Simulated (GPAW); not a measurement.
Consider SiC (Moissanite, P6_3mc).

```cif
data_structure
_symmetry_space_group_name_H-M 'P 1'
_symmetry_Int_Tables_number 1
_cell_length_a 3.0760
_cell_length_b 3.0760
_cell_length_c 5.0480
_cell_angle_alpha 90.000
_cell_angle_beta 90.000
_cell_angle_gamma 120.000
_cell_volume 41.36
loop_
_atom_site_label
_atom_site_type_symbol
_atom_site_fract_x
_atom_site_fract_y
_atom_site_fract_z
_atom_site_occupancy
Si1 Si 0.66667 0.33333 0.50000 1
Si2 Si 0.33333 0.66667 0.00000 1
C3 C 0.66667 0.33333 0.88500 1
C4 C 0.33333 0.66667 0.38500 1
```

Absorber: atom 1, with 3 C at 1.87 Å and 1 C at 1.94 Å (distorted tetrahedral, site symmetry 3m). Method: GPAW, LDA, full core hole (charged cell), 16-atom cell with 5.9 Å between holes, 5×5×5 k points, dipole transitions, Gaussian full width 0.9 eV up to 4 eV, rising linearly to 3.5 eV at 25 eV.

**Question.** Where do the maxima of the Si K edge fall?

Main maxima up to 24 eV above the zero (height): 1.8 eV (1.51), 4.1 eV (2.10) and 17.5 eV (1.38). A K edge sees empty p states on the absorber. The total-energy difference plus the lowest empty eigenvalue puts the zero at 1845.40 eV. One term is added: -14.86 eV, since the hole is spin-paired here and a spin-polarised one costs that much less in the free atom (computed apart). The photon energy is then 1830.54 eV. The tabulated edge of the element is 1839 eV. The functional and the charged cell's background leave an error in such absolute values: in the free atom LDA prices this hole 7.8 eV below PBE (computed apart), and PBE is itself good to a few eV.

The Si K spectrum (energy from the lowest empty level; intensity scaled to a mean of 1 over the first 20 eV; polarised curves are means over the symmetry-equivalent atoms):

```
E (eV)  isotropic  ε ⊥ c  ε ∥ c
  -2.0       0.00   0.00   0.00
  -1.5       0.00   0.00   0.00
  -1.0       0.00   0.00   0.00
  -0.5       0.02   0.01   0.03
   0.0       0.15   0.14   0.18
   0.5       0.59   0.60   0.55
   1.0       1.12   1.12   1.14
   1.5       1.45   1.21   1.94
   2.0       1.47   1.03   2.35
   2.5       1.23   0.82   2.05
   3.0       1.32   1.01   1.96
   3.5       1.72   1.69   1.80
   4.0       2.08   2.36   1.52
   4.5       1.87   2.19   1.24
   5.0       1.46   1.73   0.92
   5.5       1.25   1.47   0.81
   6.0       1.06   1.20   0.79
   6.5       0.96   1.03   0.82
   7.0       0.94   0.96   0.91
   7.5       0.92   0.89   0.97
   8.0       0.89   0.87   0.94
   8.5       0.88   0.86   0.90
   9.0       0.84   0.83   0.88
   9.5       0.78   0.77   0.82
  10.0       0.73   0.72   0.74
  10.5       0.67   0.67   0.68
  11.0       0.61   0.58   0.65
  11.5       0.54   0.49   0.64
  12.0       0.51   0.43   0.66
  12.5       0.52   0.42   0.71
  13.0       0.54   0.44   0.75
  13.5       0.56   0.46   0.75
  14.0       0.57   0.50   0.72
  14.5       0.61   0.56   0.69
  15.0       0.68   0.67   0.70
  15.5       0.81   0.85   0.75
  16.0       1.00   1.07   0.85
  16.5       1.19   1.31   0.95
  17.0       1.33   1.49   1.02
  17.5       1.38   1.55   1.03
  18.0       1.32   1.48   0.98
  18.5       1.18   1.32   0.89
  19.0       1.00   1.11   0.78
  19.5       0.84   0.92   0.68
  20.0       0.71   0.77   0.60
  20.5       0.63   0.66   0.55
  21.0       0.57   0.60   0.53
  21.5       0.54   0.56   0.52
  22.0       0.53   0.53   0.53
  22.5       0.52   0.51   0.54
  23.0       0.52   0.49   0.57
  23.5       0.52   0.48   0.60
  24.0       0.53   0.47   0.63
  24.5       0.54   0.48   0.65
  25.0       0.55   0.49   0.67
  25.5       0.56   0.50   0.68
  26.0       0.57   0.51   0.68
```

The holes are only 5.9 Å apart, so the shape is probably not converged with cell size; no larger cell was run here. The mesh is coarse (0.27 Å⁻¹ between points), so small maxima may be mesh ripples. The structure is a published determination, not relaxed.

[Banner, clock and machine lines of the logs are left out without a mark of their own.]

[Logs are printed without paths, hosts, clocks, repeated set-up lines and the standing remarks that a program may print on its own settings, such as how far it seeks lower states.]

[Hosts, paths, dates, database ids (printed as entryN), source tags and the programs' standing remarks are cut or masked in the printed files.]

[Lists of maxima count a maximum above −3 eV only where it reaches 4 % of the highest in the window and stands out from its surroundings by 2 % of it (1.5 % where it reaches 55 %); shoulders and weaker maxima are passed over, and of the rest the first, up to two pre-edge ones and the few strongest are named.]
